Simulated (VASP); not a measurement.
# KCl (Pm-3m) in VASP: further runs

Runs on KCl. Level: PBE. Tasks: single point.

Program: VASP 6.6.1. These are calculated values, not measurements. Logs are shortened: lines on timing, memory, paths and dates and some standing lists are left out, and cuts for length are marked.

### 1 Starting point

Symmetry: Pm-3m, No. 221, cubic system. The conventional cell has a = 3.839 Å, b = 3.839 Å, c = 3.839 Å, α = 90.00°, β = 90.00°, γ = 90.00°. Around K (site symmetry m-3m) lie 8 Cl at 3.32 Å. Cl (site symmetry m-3m) is surrounded by 8 K at 3.32 Å.

Measurements of this composition are mostly on another form, of space group No. 225.

### 2 Single point, PBE

Contents of INCAR:

```
SYSTEM = KCl
PREC = Accurate ; ENCUT = 800
EDIFF = 1E-6 ; ISMEAR = 0
SIGMA = 0.05 ; LREAL = .False.
LASPH = .True. ; NELM = 100
ALGO = Normal ; ISIF = 2
LWAVE = .False. ; LCHARG = .False.
GGA = PE ; NBANDS = 15
ADDGRID = .False.
```

Contents of KPOINTS:

```
regular mesh
0
Gamma
  3 3 3
  0 0 0
```

Contents of POSCAR:

```
KCl
1.0
    3.8391960000      0.0000000000      0.0000000000
    0.0000000000      3.8391960000      0.0000000000
    0.0000000000      0.0000000000      3.8391960000
K Cl
1 1
Direct
    0.0000000000      0.0000000000      0.0000000000
    0.5000000000      0.5000000000      0.5000000000
```

Potentials or basis: VASP PAW PBE potentials, release 64 (K_sv, Cl_h).

The run is started by

```bash
cat potpaw_PBE.64/K_sv/POTCAR potpaw_PBE.64/Cl_h/POTCAR > POTCAR
mpirun -np 1 vasp_std > vasp.out
```

OUTCAR:

```text
SYSTEM = KCl
   PREC = Accurate
   ENCUT = 800
   EDIFF = 1E-6
   ISMEAR = 0
   LREAL = .False.
   LASPH = .True.
   NELM = 100
   ISIF = 2
   GGA = PE

 Found      4 irreducible k-points:

 Following reciprocal coordinates:
            Coordinates               Weight
  0.000000  0.000000  0.000000      1.000000
  0.333333  0.000000  0.000000      6.000000
  0.333333  0.333333  0.000000     12.000000
  0.333333  0.333333  0.333333      8.000000
   k-points           NKPTS =      4   k-points in BZ     NKDIM =      4   number of bands    NBANDS=     15
   number of dos      NEDOS =    301   number of ions     NIONS =      2
   total plane-waves  NPLWV =  46656
   dimension x,y,z NGX =    36 NGY =   36 NGZ =   36
   dimension x,y,z NGXF=    72 NGYF=   72 NGZF=   72
   ions per type =               1   1
   NGX,Y,Z   is equivalent  to a cutoff of  15.59, 15.59, 15.59 a.u.
   NGXF,Y,Z  is equivalent  to a cutoff of  31.18, 31.18, 31.18 a.u.
 SYSTEM =  KCl
   PREC   = accura    normal or accurate (medium, high low for compatibility)
   ISTART =      0    job   : 0-new  1-cont  2-samecut
   ICHARG =      2    charge: 1-file 2-atom 10-const
   ISPIN  =      1    spin polarized calculation?
   LNONCOLLINEAR =      F non collinear calculations
   LSORBIT =      F    spin-orbit coupling
   LASPH  =      T    aspherical Exc in radial PAW
   ENCUT  =  800.0 eV  58.80 Ry    7.67 a.u.   8.85  8.85  8.85*2*pi/ulx,y,z
   NELM   =    100;   NELMIN=  2; NELMDL= -5     # of ELM steps
   EDIFF  = 0.1E-05   stopping-criterion for ELM
   LREAL  =      F    real-space projection
   EDIFFG = 0.1E-04   stopping-criterion for IOM
   NSW    =      0    number of steps for IOM
   IBRION =     -1    ionic relax: 0-MD 1-quasi-New 2-CG
   NFREE  =      0    steps in history (QN), initial steepest desc. (CG)
   ISIF   =      2    stress and relaxation
   ISYM   =      2    0-nonsym 1-usesym 2-fastsym
   POTIM  = 0.5000    time-step for ionic-motion
   TEBEG  =    0.0;   TEEND  =   0.0 temperature during run
   PSTRESS=    0.0 pullay stress
   NELECT =      16.0000    total number of electrons
   NUPDOWN=      -1.0000    fix difference up-down
   EMIN   =  10.00;   EMAX   =-10.00  energy-range for DOS
   EFERMI =   0.00;   METHOD = LEGACY
   ISMEAR =     0;   SIGMA  =   0.05  broadening in eV -4-tet -1-fermi 0-gaus
   EFERMI_NEDOS =   21; number of points for ismear=-14 and -15
   IALGO  =     38    algorithm
   IMIX   =      4    mixing-type and parameters
     AMIX     =   0.40;   BMIX     =  1.00
     AMIX_MAG =   1.60;   BMIX_MAG =  1.00
  volume/ion in A,a.u.               =      28.29       190.94
  Fermi-wavevector in a.u.,A,eV,Ry     =   1.074504  2.030517 15.708715  1.154558
  Thomas-Fermi vector in A             =   2.210334
   LORBIT       =      0    0 simple, 1 ext, 2 COOP (PROOUT), +10 PAW based schemes
   GGA     = PE    functional components
   LHFCALC =     F    Hartree Fock is set to
   AEXX    =    0.0000 exact exchange contribution
   IVDW    =     0    specifies the selected vdW correction
   LEPSILON=     F    determine dielectric tensor
   LRPA    =     F    only Hartree local field effects (RPA)
 non-spin polarized calculation
 Gauss-broadening in eV      SIGMA  =   0.05
  energy-cutoff  :      800.00
  volume of cell :       56.59
 maximum number of plane-waves:      2945
 NGX is ok and might be reduce to    36
   NGX = 17   NGY = 17   NGZ = 17

 number of electron      16.0000001 magnetization

 Free energy of the ion-electron system (eV)
  ---------------------------------------------------
  ext. energy  EPLUGINS =         0.00000000
  ---------------------------------------------------
  free energy    TOTEN  =        -6.64013245 eV

  energy without entropy =       -6.64013245  energy(sigma->0) =       -6.64013245

 E-fermi :  -0.3604     XC(G=0):  -8.0899

 val. band max:       -0.6720395427   @ k =   0.3333   0.3333   0.0000
 cond. band min:       4.2064608806   @ k =   0.0000   0.0000   0.0000
 fundamental gap:      4.8785004233
 Fermi energy:        -0.3604397639

 k-point     1 :       0.0000    0.0000    0.0000
  band No.  band energies     occupation
      1     -28.6645      2.00000
      2     -13.1431      2.00000
      3     -12.0512      2.00000
      4     -12.0512      2.00000
      5     -12.0512      2.00000
      6      -0.7813      2.00000
      7      -0.7813      2.00000
      8      -0.7813      2.00000
      9       4.2065      0.00000
     10       5.9690      0.00000
     11       5.9690      0.00000
     12      10.0279      0.00000
     13      10.0279      0.00000
     14      10.0279      0.00000
     15      12.9515      0.00000

 k-point     2 :       0.3333    0.0000    0.0000
  band No.  band energies     occupation
      1     -28.6503      2.00000
      2     -13.2800      2.00000
      3     -12.0286      2.00000
      4     -12.0286      2.00000
      5     -11.9356      2.00000
      6      -2.0147      2.00000
      7      -0.7861      2.00000
      8      -0.7861      2.00000
      9       6.0972      0.00000
     10       6.8011      0.00000
     11       7.4901      0.00000
     12       9.8490      0.00000
     13       9.8490      0.00000
     14      10.4059      0.00000
     15      10.4546      0.00000

 k-point     3 :       0.3333    0.3333    0.0000
  band No.  band energies     occupation
      1     -28.6369      2.00000
      2     -13.0970      2.00000
      3     -12.2164      2.00000
      4     -12.0327      2.00000
      5     -12.0100      2.00000
      6      -1.7736      2.00000
      7      -1.5714      2.00000
      8      -0.6720      2.00000
      9       6.1892      0.00000
     10       6.8850      0.00000
     11       8.6765      0.00000
     12       8.8721      0.00000
     13       9.2239      0.00000
     14       9.4096      0.00000
     15      11.4595      0.00000

 k-point     4 :       0.3333    0.3333    0.3333
  band No.  band energies     occupation
      1     -28.6240      2.00000
      2     -12.9207      2.00000
      3     -12.1818      2.00000
      4     -12.1818      2.00000
      5     -12.1089      2.00000
      6      -1.6249      2.00000
      7      -1.6249      2.00000
      8      -1.5823      2.00000
      9       7.4093      0.00000
     10       7.9441      0.00000
     11       7.9441      0.00000
     12       8.3475      0.00000
     13       9.1680      0.00000
     14       9.1680      0.00000
     15      12.2394      0.00000

------------------------ aborting loop because EDIFF is reached ----------------------------------------

  FORCE on cell =-STRESS in cart. coord.  units (eV):
  Direction    XX          YY          ZZ          XY          YZ          ZX
  --------------------------------------------------------------------------------------
  -------------------------------------------------------------------------------------
  Total        0.0409522      0.0409522      0.0409522     -0.0000000     -0.0000000      0.0000000
  in kB        1.1594912      1.1594912      1.1594912     -0.0000000     -0.0000000      0.0000000
  external PRESSURE =       1.1594912 kB  Pullay stress =       0.0000000 kB

 VOLUME and BASIS-vectors are now :
 -----------------------------------------------------------------------------
  energy-cutoff  :      800.00
  volume of cell :       56.59
      direct lattice vectors                 reciprocal lattice vectors
     3.839196000  0.000000000  0.000000000     0.260471203  0.000000000  0.000000000
     0.000000000  3.839196000  0.000000000     0.000000000  0.260471203  0.000000000
     0.000000000  0.000000000  3.839196000     0.000000000  0.000000000  0.260471203

 POSITION                                       TOTAL-FORCE (eV/Angst)
 -----------------------------------------------------------------------------------
      0.00000      0.00000      0.00000         0.000000      0.000000      0.000000
      1.91960      1.91960      1.91960         0.000000      0.000000      0.000000
 -----------------------------------------------------------------------------------
    total drift:                                0.000000      0.000000      0.000000

  FREE ENERGIE OF THE ION-ELECTRON SYSTEM (eV)
  ---------------------------------------------------
  free  energy   TOTEN  =        -6.6401324457 eV

  energy  without entropy=       -6.6401324457  energy(sigma->0) =       -6.64013245
```

OSZICAR:

```text
N       E                     dE             d eps       ncg     rms          rms(c)
DAV:   1     0.123870065809E+03    0.12387E+03   -0.91328E+03   120   0.136E+03
DAV:   2     0.121212114438E+01   -0.12266E+03   -0.10871E+03   163   0.265E+02
DAV:   3    -0.668247875661E+01   -0.78946E+01   -0.78167E+01   162   0.589E+01
DAV:   4    -0.695901793473E+01   -0.27654E+00   -0.27647E+00   179   0.107E+01
DAV:   5    -0.696212845672E+01   -0.31105E-02   -0.31105E-02   170   0.125E+00    0.279E+00
DAV:   6    -0.667308897666E+01    0.28904E+00   -0.31959E-01   148   0.320E+00    0.207E+00
DAV:   7    -0.663785466902E+01    0.35234E-01   -0.10377E-01   155   0.207E+00    0.119E+00
DAV:   8    -0.663993801747E+01   -0.20833E-02   -0.18062E-02   150   0.102E+00    0.254E-01
DAV:   9    -0.663994624391E+01   -0.82264E-05   -0.15959E-03   155   0.272E-01    0.126E-01
DAV:  10    -0.664013523818E+01   -0.18899E-03   -0.32713E-04   120   0.169E-01    0.504E-02
DAV:  11    -0.664013238041E+01    0.28578E-05   -0.10789E-05   155   0.311E-02    0.240E-02
DAV:  12    -0.664013176310E+01    0.61731E-06   -0.10256E-05   120   0.237E-02    0.433E-03
DAV:  13    -0.664013244565E+01   -0.68255E-06   -0.75935E-07    95   0.761E-03
   1 F= -.66401324E+01 E0= -.66401324E+01  d E =-.170288E-18
```

stdout:

```text
POSCAR found type information on POSCAR K Cl
 POSCAR found :  2 types and       2 ions
 scaLAPACK will be used
 LDA part: xc-table for (Slater+PW92), standard interpolation
 POSCAR, INCAR and KPOINTS ok, starting setup
 FFT: planning ... GRIDC
 FFT: planning ... GRID_SOFT
 FFT: planning ... GRID
 WAVECAR not read
 entering main loop
```

Run time: 4.5 s. Hardware: 1 thread of Intel Xeon 6975P-C (Granite Rapids), shared host; peak memory 0.2 GiB.

The run converged, but some of its settings lie outside the range that counts as converged, so its numbers aren't taken as properties of the crystal.

Results:

```
Free energy            : -6.6401 eV
Pressure               : 0.1 GPa
Band gap on the k mesh : 4.88 eV, indirect (least direct gap 4.99 eV)
```

Caveat: the k mesh is coarse (spacing up to 0.55 Å⁻¹), so the values aren't converged; an odd mesh through Γ misses points on the zone boundary, where band edges often lie.

### 3 Single point, PBE

INCAR is that of step 2.

KPOINTS is that of step 2.

Contents of POSCAR:

```
KCl
1.0
    3.8391960000      0.0000000000      0.0000000000
    0.0000000000      3.8391960000      0.0000000000
    0.0000000000      0.0000000000      3.8391960000
K Cl
1 1
Direct
    0.0405710000      0.0040460000      0.0049320000
    0.5021390000      0.4938510000      0.4988730000
```

Potentials or basis: VASP PAW PBE potentials, release 64 (K_sv, Cl_h).

The run is started by

```bash
cat potpaw_PBE.64/K_sv/POTCAR potpaw_PBE.64/Cl_h/POTCAR > POTCAR
mpirun -np 1 vasp_std > vasp.out
```

Run time: 8 s. Hardware: 1 thread of Intel Xeon 6975P-C (Granite Rapids), shared host; peak memory 0.2 GiB.

The run converged, but some of its settings lie outside the range that counts as converged, so its numbers aren't taken as properties of the crystal.

What came out:

* Free energy: -6.6326 eV
* Pressure: 0.3 GPa
* Largest force: 0.099 eV/Å
* Band gap on the k mesh: 4.88 eV, indirect (least direct gap 4.99 eV)

Caveat: the k mesh is coarse (spacing up to 0.55 Å⁻¹), so the values aren't converged; an odd mesh through Γ misses points on the zone boundary, where band edges often lie.

### 4 Single point, PBE

Edit INCAR of step 3 so:

```diff
@@ -1,3 +1,3 @@
 SYSTEM = KCl
-PREC = Accurate ; ENCUT = 800
+PREC = Accurate ; ENCUT = 500
 EDIFF = 1E-6 ; ISMEAR = 0
```

Contents of KPOINTS:

```
regular mesh
0
Gamma
  4 4 4
  0 0 0
```

Contents of POSCAR:

```
KCl
1.0
    3.8391960000      0.0000000000      0.0000000000
    0.0000000000      3.8391960000      0.0000000000
    0.0000000000      0.0000000000      3.8391960000
K Cl
1 1
Direct
    0.0000000000      0.0000000000      0.0000000000
    0.5000000000      0.5000000000      0.5000000000
```

The run is started by

```bash
cat potpaw_PBE.64/K_sv/POTCAR potpaw_PBE.64/Cl_h/POTCAR > POTCAR
mpirun -np 1 vasp_std > vasp.out
```

Wall time 3.9 s (1 thread of Intel Xeon 6975P-C (Granite Rapids), shared host); peak memory 0.15 GiB.

These settings aren't checked as converged: the numbers below hold their error.

Results:

- Free energy: -6.6542 eV
- Pressure: -0.1 GPa
- Band gap on the k mesh: 4.79 eV, indirect (least direct gap 5.00 eV)

Caveat: the cutoff is under 1.25 times the usual one of these potentials, so pressure, stress and relaxed cells hold a basis-set (Pulay) error.

### 5 Single point, PBE

INCAR is that of step 4.

KPOINTS is that of step 4.

Contents of POSCAR:

```
KCl
1.0
    3.8391960000      0.0000000000      0.0000000000
    0.0000000000      3.8391960000      0.0000000000
    0.0000000000      0.0000000000      3.8391960000
K Cl
1 1
Direct
    0.0405710000      0.0040460000      0.0049320000
    0.5021390000      0.4938510000      0.4988730000
```

The run is started by

```bash
cat potpaw_PBE.64/K_sv/POTCAR potpaw_PBE.64/Cl_h/POTCAR > POTCAR
mpirun -np 1 vasp_std > vasp.out
```

It took 10 s on 1 thread of Intel Xeon 6975P-C (Granite Rapids), shared host; peak memory 0.16 GiB.

These settings aren't checked as converged: the numbers below hold their error.

What came out:

| Item | Value |
| --- | --- |
| Free energy | -6.6465 eV |
| Pressure | 0.1 GPa |
| Largest force | 0.102 eV/Å |
| Band gap on the k mesh | 4.80 eV, indirect (least direct gap 5.00 eV) |

Caveat: the cutoff is under 1.25 times the usual one of these potentials, so pressure, stress and relaxed cells hold a basis-set (Pulay) error.

### 6 Single point, PBE

Edit INCAR of step 5 so:

```diff
@@ -1,3 +1,3 @@
 SYSTEM = KCl
-PREC = Accurate ; ENCUT = 500
+PREC = Accurate ; ENCUT = 900
 EDIFF = 1E-6 ; ISMEAR = 0
```

Contents of KPOINTS:

```
regular mesh
0
Gamma
  3 3 3
  0 0 0
```

Contents of POSCAR:

```
KCl
1.0
    3.8391960000      0.0000000000      0.0000000000
    0.0000000000      3.8391960000      0.0000000000
    0.0000000000      0.0000000000      3.8391960000
K Cl
1 1
Direct
    0.0000000000      0.0000000000      0.0000000000
    0.5000000000      0.5000000000      0.5000000000
```

Potentials or basis: VASP PAW PBE potentials, release 64 (K_sv, Cl_h).

The run is started by

```bash
cat potpaw_PBE.64/K_sv/POTCAR potpaw_PBE.64/Cl_h/POTCAR > POTCAR
mpirun -np 1 vasp_std > vasp.out
```

OUTCAR:

```text
SYSTEM = KCl
   PREC = Accurate
   ENCUT = 900
   EDIFF = 1E-6
   ISMEAR = 0
   LREAL = .False.
   LASPH = .True.
   NELM = 100
   ISIF = 2
   GGA = PE

 Found      4 irreducible k-points:

 Following reciprocal coordinates:
            Coordinates               Weight
  0.000000  0.000000  0.000000      1.000000
  0.333333  0.000000  0.000000      6.000000
  0.333333  0.333333  0.000000     12.000000
  0.333333  0.333333  0.333333      8.000000
   k-points           NKPTS =      4   k-points in BZ     NKDIM =      4   number of bands    NBANDS=     15
   number of dos      NEDOS =    301   number of ions     NIONS =      2
[... 148 lines left out ...]
  Direction    XX          YY          ZZ          XY          YZ          ZX
  --------------------------------------------------------------------------------------
  -------------------------------------------------------------------------------------
  Total        0.0449238      0.0449238      0.0449238      0.0000000      0.0000000     -0.0000000
  in kB        1.2719399      1.2719399      1.2719399      0.0000000      0.0000000     -0.0000000
  external PRESSURE =       1.2719399 kB  Pullay stress =       0.0000000 kB

 VOLUME and BASIS-vectors are now :
 -----------------------------------------------------------------------------
  energy-cutoff  :      900.00
  volume of cell :       56.59
      direct lattice vectors                 reciprocal lattice vectors
     3.839196000  0.000000000  0.000000000     0.260471203  0.000000000  0.000000000
     0.000000000  3.839196000  0.000000000     0.000000000  0.260471203  0.000000000
     0.000000000  0.000000000  3.839196000     0.000000000  0.000000000  0.260471203

 POSITION                                       TOTAL-FORCE (eV/Angst)
 -----------------------------------------------------------------------------------
      0.00000      0.00000      0.00000         0.000000      0.000000      0.000000
      1.91960      1.91960      1.91960         0.000000      0.000000      0.000000
 -----------------------------------------------------------------------------------
    total drift:                                0.000000      0.000000     -0.000000

  FREE ENERGIE OF THE ION-ELECTRON SYSTEM (eV)
  ---------------------------------------------------
  free  energy   TOTEN  =        -6.6401237736 eV

  energy  without entropy=       -6.6401237736  energy(sigma->0) =       -6.64012377
```

OSZICAR:

```text
N       E                     dE             d eps       ncg     rms          rms(c)
DAV:   1     0.123765076807E+03    0.12377E+03   -0.93640E+03   120   0.145E+03
DAV:   2     0.118607485326E+01   -0.12258E+03   -0.11261E+03   149   0.282E+02
DAV:   3    -0.655810397327E+01   -0.77442E+01   -0.76832E+01   169   0.614E+01
DAV:   4    -0.695604786110E+01   -0.39794E+00   -0.39783E+00   173   0.119E+01
DAV:   5    -0.696197418960E+01   -0.59263E-02   -0.59261E-02   162   0.147E+00    0.278E+00
DAV:   6    -0.667285469710E+01    0.28912E+00   -0.32047E-01   155   0.325E+00    0.207E+00
DAV:   7    -0.663781234738E+01    0.35042E-01   -0.10563E-01   148   0.207E+00    0.118E+00
DAV:   8    -0.663989331615E+01   -0.20810E-02   -0.18652E-02   150   0.101E+00    0.233E-01
DAV:   9    -0.663990467467E+01   -0.11359E-04   -0.13368E-03   155   0.259E-01    0.136E-01
DAV:  10    -0.664012629699E+01   -0.22162E-03   -0.31968E-04   120   0.160E-01    0.474E-02
DAV:  11    -0.664012350873E+01    0.27883E-05   -0.11712E-05   171   0.317E-02    0.190E-02
DAV:  12    -0.664012301957E+01    0.48916E-06   -0.10700E-05   120   0.234E-02    0.499E-03
DAV:  13    -0.664012377362E+01   -0.75405E-06   -0.90708E-07    88   0.774E-03
   1 F= -.66401238E+01 E0= -.66401238E+01  d E =-.164400E-18
```

Run time: 5.9 s. Hardware: 1 thread of Intel Xeon 6975P-C (Granite Rapids), shared host; peak memory 0.23 GiB.

These settings aren't checked as converged: the numbers below hold their error.

Results:

- Free energy: -6.6401 eV
- Pressure: 0.1 GPa
- Band gap on the k mesh: 4.88 eV, indirect (least direct gap 4.99 eV)

Caveat: the k mesh is coarse (spacing up to 0.55 Å⁻¹), so the values aren't converged; an odd mesh through Γ misses points on the zone boundary, where band edges often lie.

### 7 The reference run

An earlier run on the cell as given: functional PBEsol; potentials or basis VASP PAW PBE potentials, release 64 (K_sv, Cl); cutoff 520 eV; k mesh 7 × 7 × 7; occupations fermi-dirac, width 0.05 eV; no spin polarisation.

* Pressure: -1.4 GPa
* Band gap on the k mesh: 4.64 eV, indirect (least direct gap 4.83 eV)
